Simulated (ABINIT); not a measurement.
A run of ABINIT 10.8.3 (patched build):

run.abi

```
ndtset 2

pp_dirpath "./"
pseudos "Si.GGA_PBE-JTH.xml, C.GGA_PBE-JTH.xml"

acell 3*1.0
rprim
     5.8122195860     0.0000000000     0.0000000000
    -2.9061097929     5.0335298139     0.0000000000
     0.0000000000     0.0000000000    19.0307637451
ntypat 2
znucl 14 6
natom 8
typat 1 1 1 1 2 2 2 2
xred
     0.0000000000     0.0000000000     0.1878943800
     0.0000000000     0.0000000000     0.6878943800
     0.3333333333     0.6666666667     0.4378419800
     0.6666666667     0.3333333333     0.9378419800
     0.0000000000     0.0000000000     0.0004600500
     0.0000000000     0.0000000000     0.5004600500
     0.3333333333     0.6666666667     0.2498025900
     0.6666666667     0.3333333333     0.7498025900

ecut 544.227725 eV
pawecutdg 40.0

ixc 27

occopt 3
tsmear 0.05 eV

nstep 100

iomode 3
prtwf 0
prteig 0
prtebands 0
enunit 2
prtden1 1

kptopt1 1
ngkpt1 10 10 3
nshiftk1 1
shiftk1 0.0 0.0 0.0
nband1 21
tolvrs1 1.0e-9

iscf2 -2
getden2 1
nband2 25
nbdbuf2 2
tolwfr2 1.0e-12
kptopt2 -7
ndivsm2 5
prteig2 1
prtvol2 -3
kptbounds2
     0.0000000000     0.0000000000     0.0000000000
     0.5000000000     0.0000000000     0.0000000000
     0.3333333333     0.3333333333     0.0000000000
     0.0000000000     0.0000000000     0.0000000000
     0.0000000000     0.0000000000     0.5000000000
     0.5000000000     0.0000000000     0.5000000000
     0.3333333333     0.3333333333     0.5000000000
     0.0000000000     0.0000000000     0.5000000000
```

Potentials or basis: JTH PAW PBE v2.0.

The run is started by

```bash
$ abinit run.abi > log 2>&1
```

Hardware: 1 thread of AMD EPYC 9R45 96-Core Processor (Zen 5), on a shared host.

Q: How long does it take, and how much memory?

A: Run time: 3.1 min on 1 thread of AMD EPYC 9R45 96-Core Processor (Zen 5) (shared host), peak memory 0.25 GiB. Counts: scf iterations 19, k points 28, bands 21, plane waves 2394.
